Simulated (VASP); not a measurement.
Runs of VASP 6.6.1 on CdSe. The structure is cubic, space group F-43m (No. 216). Conventional cell: a = 6.141 Å, b = 6.141 Å, c = 6.141 Å, α = 90.00°, β = 90.00°, γ = 90.00°. Cd (site symmetry -43m) is surrounded by 4 Se at 2.66 Å. Around Se (site symmetry -43m) lie 4 Cd at 2.66 Å. Measurements of this composition are mostly on another form, of space group No. 186.

```tsv
task	level	cell	k mesh	cutoff (eV)	smearing	grid for exact exchange (PRECFOCK)	exchange at q = 0	mesh quality	gap on the mesh (eV)	pressure (GPa)	relaxed volume (Å³/atom)
relaxation of cell and atoms	r2SCAN0	relaxed	4 × 4 × 4	600	gaussian 0.05 eV	Fast	truncated	coarse	(b)	0.0	28.63
relaxation of cell and atoms	r2SCAN+D3(BJ)	relaxed	8 × 8 × 8	600	gaussian 0.05 eV	-	-	not flagged	1.06	0.0	28.48
relaxation of cell and atoms	r2SCAN	relaxed	8 × 8 × 8	600	gaussian 0.05 eV	-	-	not flagged	1.02	0.0	-
relaxation of cell and atoms	TPSS	relaxed	8 × 8 × 8	600	gaussian 0.05 eV	-	-	not flagged	(a)	0.0	29.76
single point	r2SCAN	as given	8 × 8 × 8	520	fermi-dirac 0.05 eV	-	-	not flagged	1.02	0.1	-
```

Alike in all rows: potentials or basis VASP PAW PBE potentials, release 64 (Cd, Se); no spin polarisation.

Question: Fill in the values left out.

Answer: (a) 0.71; (b) 2.46.

Caveats: some runs use coarse meshes; the PAW data sets were made with another functional, which shifts forces and pressure a little; the relaxation stopped at its first step, so nothing moved (some runs).

A k mesh can miss the band edges, and the runs leave out spin-orbit coupling on Cd, Se.
